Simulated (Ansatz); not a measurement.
# Quadrupolar parameters in W under strain

The cell is a COD entry, relaxed with PBE at fixed cell and then changed (z compressed by 3 %, ions relaxed).

```xyz
8
Lattice="5.0830 0.0000 0.0000 0.0000 5.0830 0.0000 0.0000 0.0000 4.9305" Properties=species:S:1:pos:R:3 pbc="T T T"
W     0.0000    0.0000    0.0000
W     2.5415    2.5415    2.4653
W     0.0000    2.5415    1.2326
W     0.0000    2.5415    3.6979
W     1.2716    0.0000    2.4653
W     3.8114    0.0000    2.4653
W     2.5415    3.8131    0.0000
W     2.5415    1.2699    0.0000
```

Atom numbers follow the list; atoms alike are taken as one site, whose name carries the number of the first.

Computed with Ansatz: DFT, PBE, plane waves and PAW, scalar-relativistic, 420 eV cutoff, Γ-centred 9×9×9 k-points, Fermi–Dirac smearing 0.05 eV.

V_zz is the principal component of the electric field gradient with the largest magnitude, η = (V_xx − V_yy)/V_zz and C_Q = eQV_zz/h.

(1) Give the quadrupolar parameters of the distinct sites.

## Answers

(1) 

| site | atoms (order as listed) | first shell | V_zz (10²¹ V/m²) | η | C_Q (MHz) |
| --- | --- | --- | --- | --- | --- |
| W1 | 1, 2 | 12 W at 2.77–2.84 Å | -7.07 | 0.07 | – |
| W3 | 3, 4 | 14 W at 2.47–3.10 Å | -1.57 | 0.00 | – |
| W5 | 5, 6, 7, 8 | 14 W at 2.54–3.10 Å | 7.08 | 0.32 | – |

An axis of threefold or higher order runs through W3, so V_zz lies along it and η is zero.

W has no stable isotope with a ground-state quadrupole moment in the table, so no C_Q is given.

With no gap above 0.1 eV, as in a metal, the gradients converge slowly in k; expect changes of a tenth or more on a denser mesh. Without spin–orbit coupling the gradients at and beside W can be off by some per cent, at some sites by more. At this changed cell the PBE pressure is 9 GPa.

The relaxation (3 steps) took 49 s of wall time (49 s of CPU time) and 0.81 GiB at its peak, on 1 thread of Intel Xeon 6975P-C (Granite Rapids) (x86_64; 16 cores open to the job, memory cap 3.0 GiB, no GPU), a shared host with a load of 0.6 a core.
